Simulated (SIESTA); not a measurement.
## CuO (Tenorite) under changes of volume

One of the cells (10.163 Å³/atom); the others are scaled copies at fixed shape and fractional positions:

```xyz
4
Lattice="2.3447 -1.7134 0.0000 2.3447 1.7134 0.0000 -0.8606 0.0000 5.0594" Properties=species:S:1:pos:R:3 pbc="T T T"
Cu    0.7420   -0.8457    2.5297
Cu    1.1723    0.8457    0.0000
O     1.6421    0.2841    3.8133
O     2.0724   -0.2841    1.2836
```

```yaml
Program: SIESTA 5.4.2
Functional: LDA
Potentials_or_basis: PseudoDojo 0.4 standard (LDA files)
Basis: DZP (energy shift 0.003 Ry; two zetas on semicore shells)
Grid_cutoff: 800 Ry
Energy_shift: 0.003 Ry
k_mesh: 10 × 10 × 5
Occupations: fermi-dirac, width 0.05 eV
Spin: no spin polarisation
```

| volume (Å³/atom) | energy over the lowest point (meV/atom) | pressure (GPa) | largest force (eV/Å) |
| --- | --- | --- | --- |
| 9.553 | 2.02 | 3.9 | 0.953 |
| 9.756 | 0.00 | -0.6 | 0.879 |
| 9.959 | 3.29 | -4.5 | 0.808 |
| 10.163 | 11.28 | -8.0 | 0.754 |
| 10.366 | ? | ? | ? |
| 10.569 | 39.40 | -13.9 | 0.733 |
| 10.772 | 58.56 | -16.3 | 0.732 |

Question: What does the run at 10.366 Å³/atom give?

Answer: Energy over the lowest point 23.48 meV/atom; pressure -11.1 GPa; largest force 0.740 eV/Å.

Worked out: A Birch-Murnaghan fit of order 3 (a polynomial in V^(-2/3)) to the other rows has its minimum at 9.73 Å³/atom with B0 = V·E''(V) = 204 GPa and B' = 4.7 at fixed shape and positions, which overstates the stiffness. It gives 23.49 meV/atom at 10.366 Å³/atom, against the run's 23.48, and -dE/dV = -11.1 GPa, against -11.1.

Energies are extrapolated to zero smearing.

Caveats: short orbitals over semicore shells can move pressures by several GPa; the basis of atomic orbitals isn't converged, which shifts pressures, moduli and gaps; the run has no spin polarisation, though such a crystal can be magnetic.
